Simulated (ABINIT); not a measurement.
TaS2, 3 atoms in the cell. Symmetry: P-3m1, No. 164, trigonal system. The conventional cell has a = 3.350 Å, b = 3.350 Å, c = 5.860 Å, α = 90.00°, β = 90.00°, γ = 120.00°. Around Ta (site symmetry -3m) lie 6 S at 2.43 Å. S (site symmetry 3m) has 3 Ta at 2.43 Å as nearest neighbours. 

| Quantity | Value |
| --- | --- |
| Program | ABINIT 10.8.3 (patched build) |
| Task | positron lifetime |
| Functional | LDA |
| Potentials or basis | JTH PAW LDA v2.0 |
| Cutoff | 408 eV |
| k mesh | 6 × 6 × 4 |
| Occupations | fermi-dirac, width 0.05 eV |
| Spin | no spin polarisation |
| Electron-positron correlation | Sterne-Kaiser GGA |
| Fine-grid cutoff | 816.342 eV |

Potentials or basis: JTH PAW LDA v2.0.

Launch:

```sh
$ abinit run.abi > log 2>&1
```

Hardware: 1 thread of Arm Neoverse V1 (shared host).

How long does it take, and how much memory?

It took 20 s on 1 thread of Arm Neoverse V1, with other jobs on the host, peak memory 0.08 GiB. Counts: scf iterations 50, mpi ranks 1, k points 24, bands 17, plane waves 1087.
